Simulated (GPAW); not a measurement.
The system is Si2W.

```
CELL_PARAMETERS angstrom
-1.60690 1.60690 3.91495
1.60690 -1.60690 3.91495
1.60690 1.60690 -3.91495
ATOMIC_POSITIONS crystal
W 0.00000 0.00000 0.00000
Si 0.66530 0.66530 0.00000
Si 0.33470 0.33470 0.00000
```

Program: GPAW 26.7.0. Alike in all runs: no spin polarisation; cell as given; cutoff (eV) 600; smearing fermi-dirac 0.05 eV.

Problem. Order these runs on this cell by their pressure, lowest first.
A. level LDA; potentials or basis the program's PAW data sets (release 1.2.1) made for this functional, pw; k mesh 8 × 8 × 8; band path GXYSGZS1NPY1Z,XP; band points 60
B. level PBE; potentials or basis GPAW PAW data sets (gpaw-data 1.2.1), pw; k mesh 12 × 12 × 12
C. level PBEsol; potentials or basis PAW data sets generated in the run's folder for this functional, pw; k mesh 8 × 8 × 8; band path GXYSGZS1NPY1Z,XP; band points 60

Solution. A (-5.3 GPa), C (-1.3 GPa), B (4.0 GPa).

Not every run made on this cell is shown here.
